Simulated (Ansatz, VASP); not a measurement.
One calculation of AgI, two programs

```xyz
2
Lattice="0.0000 3.3155 3.3155 3.3155 0.0000 3.3155 3.3155 3.3155 0.0000" Properties=species:S:1:pos:R:3 pbc="T T T"
Ag    0.0000    0.0000    0.0000
I     1.6578    1.6578    1.6578
```

Alike in both runs: task relaxation of cell and atoms; functional PBE; k mesh 8 × 8 × 8; no spin polarisation.

|  | VASP | Ansatz |
| --- | --- | --- |
| version | VASP 6.6.1 | Ansatz 0.2.0 |
| potentials or method | VASP PAW PBE potentials, release 64 (Ag, I) | scalar-relativistic, plane waves, PAW |
| plane-wave cutoff (eV) | 600 | 420 |
| occupations | gaussian, width 0.01 eV | fixed |
| valence electrons in the cell | 18 | 36 |

|  | VASP | Ansatz | Ansatz less VASP |
| --- | --- | --- | --- |
| gap on the k mesh at the Fermi level, each at its own relaxed structure (eV) | 1.34 | 1.34 | -0.002 |
| relaxed volume (Å³/atom) | 36.31 | 36.40 | +0.091 |
| relaxed cell length with the largest relative difference (Å) | 4.683 | 4.687 | +0.0039 |

The two sets of potentials don't hold the same shells in valence.

Caveats: spin-orbit coupling is left out, which moves the levels of the heavy elements.
